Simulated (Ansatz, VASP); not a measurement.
## Mn: VASP beside Ansatz

File INCAR:

```
SYSTEM = Mn
  PREC = Accurate
  ENCUT = 600
  EDIFF = 1E-7
  ISMEAR = 0
  SIGMA = 0.1
  LREAL = .False.
  LASPH = .True.
  NELM = 100
  ALGO = Normal
  ISIF = 3
  LWAVE = .False.
  LCHARG = .False.
  GGA = PS
  IBRION = 2
  NSW = 90
  EDIFFG = -0.04
```

KPOINTS

```
Automatic mesh
0
Gamma
  6 6 4
  0 0 0
```

The input POSCAR:

```
Mn
1.0
    3.6420357920      0.0000000000      0.0000000000
   -1.8210178960      3.1540955174      0.0000000000
    0.0000000000      0.0000000000      4.3424300873
Mn
4
Direct
    0.0000000000      0.0000000000      0.2500000000
    0.0000000000      0.0000000000      0.7500000000
    0.3333333333      0.6666666667      0.7500000000
    0.6666666667      0.3333333333      0.2500000000
```

Input for Ansatz:

```yaml
crystal:
  lattice:
    - [3.642035792, 0.0, 0.0]
    - [-1.821017896, 3.1540955174, 0.0]
    - [0.0, 0.0, 4.3424300873]
  atoms:
    - { symbol: Mn, position: [0.0, 0.0, 0.25] }
    - { symbol: Mn, position: [0.0, 0.0, 0.75] }
    - { symbol: Mn, position: [0.3333333333, 0.6666666667, 0.75] }
    - { symbol: Mn, position: [0.6666666667, 0.3333333333, 0.25] }
basis:
  ecutwfc: 420
kpoints:
  mp_grid: { grid: [6, 6, 4] }
hamiltonian:
  xc: pbesol
scf:
  occupations: { method: gaussian, width: 0.1 }
  lower_state_search: "off"
output:
  forces: true
  stress: true
  eigenvalues: true
relax:
  adjacent_minimum: "off"
  f_tol: 0.04
  max_steps: 70
  cell: { stress_tol: 0.4 }
```

Alike in both runs: task relaxation of cell and atoms; functional PBEsol; k mesh 6 × 6 × 4; occupations gaussian, width 0.1 eV; no spin polarisation.

|  | VASP | Ansatz |
| --- | --- | --- |
| version | VASP 6.6.1 | Ansatz 0.2.0 |
| potentials or method | VASP PAW PBE potentials, release 64 (Mn_pv) | scalar-relativistic, plane waves, PAW |
| plane-wave cutoff (eV) | 600 | 420 |
| valence electrons in the cell | 52 | 60 |

VASP gave:

* gap on the k mesh at the Fermi level, each at its own relaxed structure (eV): none
* relaxed volume (Å³/atom): 12.46
* relaxed cell length with the largest relative difference (Å): 3.677
* energy change over the relaxation (meV/atom): -6

Problem. Estimate Ansatz's values.

Solution. gap on the k mesh at the Fermi level, each at its own relaxed structure (eV): none; relaxed volume (Å³/atom): 12.38; relaxed cell length with the largest relative difference (Å): 3.667; energy change over the relaxation (meV/atom): -5.

A gap of «none» marks a metal or a gap that the smearing closes. The two sets of potentials don't hold the same shells in valence.

Caveats: the k mesh is coarse (spacing up to 0.36 Å⁻¹), so the values aren't converged; the PAW data sets were made with another functional, which shifts forces and pressure a little (VASP); the run has no spin polarisation, though such a crystal can be magnetic. Spin polarisation is off, so any magnetic state and its effect on volume and gap are missing.
